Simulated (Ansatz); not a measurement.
## SiC and a variant

Base: an entry of the Crystallography Open Database (COD), ions relaxed with PBE at fixed cell.

```yaml
crystal:
  lattice:
    - [3.07900, 0.00000, 0.00000]
    - [-1.53950, 2.66649, 0.00000]
    - [0.00000, 0.00000, 20.14600]
  atoms:
    - { symbol: Si, position: [0.33333, 0.66667, 0.25011] }
    - { symbol: Si, position: [0.66667, 0.33333, 0.75011] }
    - { symbol: Si, position: [0.33333, 0.66667, 0.62500] }
    - { symbol: Si, position: [0.66667, 0.33333, 0.12500] }
    - { symbol: Si, position: [0.00000, 0.00000, 0.00010] }
    - { symbol: Si, position: [0.00000, 0.00000, 0.50010] }
    - { symbol: Si, position: [0.33333, 0.66667, 0.87518] }
    - { symbol: Si, position: [0.66667, 0.33333, 0.37518] }
    - { symbol: C, position: [0.33333, 0.66667, 0.96891] }
    - { symbol: C, position: [0.66667, 0.33333, 0.46891] }
    - { symbol: C, position: [0.00000, 0.00000, 0.09387] }
    - { symbol: C, position: [0.00000, 0.00000, 0.59387] }
    - { symbol: C, position: [0.33333, 0.66667, 0.34412] }
    - { symbol: C, position: [0.66667, 0.33333, 0.84412] }
    - { symbol: C, position: [0.33333, 0.66667, 0.71872] }
    - { symbol: C, position: [0.66667, 0.33333, 0.21872] }
```

Sites (sets of like atoms) are named by element and the number of their first atom in this list.

Method: Kohn–Sham DFT in Ansatz, PBE, plane waves and PAW, scalar-relativistic, 420 eV cutoff, Γ-centred 10×10×2 k-points, Fermi–Dirac smearing 0.02 eV. The variant's k-mesh is 11×11×2.

Gradients in 10²¹ V/m²:

| site | atoms | V_zz base | η base | V_zz variant | η variant |
| --- | --- | --- | --- | --- | --- |
| Si1 | 1, 2 | -0.092 | 0.00 | 0.93 | 0.00 |
| Si3 | 3, 4 | 0.17 | 0.00 | 1.16 | 0.00 |
| Si5 | 5, 6 | 0.13 | 0.00 | 1.12 | 0.00 |
| Si7 | 7, 8 | 0.22 | 0.00 | 1.18 | 0.00 |
| C9 | 9, 10 | 0.020 | 0.00 | 0.51 | 0.00 |
| C11 | 11, 12 | 0.018 | 0.00 | 0.50 | 0.00 |
| C13 | 13, 14 | 0.21 | 0.00 | 0.68 | 0.00 |
| C15 | 15, 16 | 0.054 | 0.00 | 0.53 | 0.00 |

Task: Which change was made?
A. x compressed by 3 %, ions at fixed fractional positions
B. volume scaled by 0.96, ions at fixed fractional positions
C. volume scaled by 1.03, ions at fixed fractional positions
D. x and y compressed by 3 %, ions at fixed fractional positions

Result: D. The largest change of V_zz is on Si1, from -0.092 to 0.93. Small gradients that grow severalfold: Si7 (0.22 to 1.18), Si3 (0.17 to 1.16), Si5 (0.13 to 1.12). V_zz changes sign on Si1 (same axis).

For the variant: At this changed cell the PBE pressure is 19 GPa. The atoms aren't relaxed in the changed cell (largest force 0.4 eV/Å).
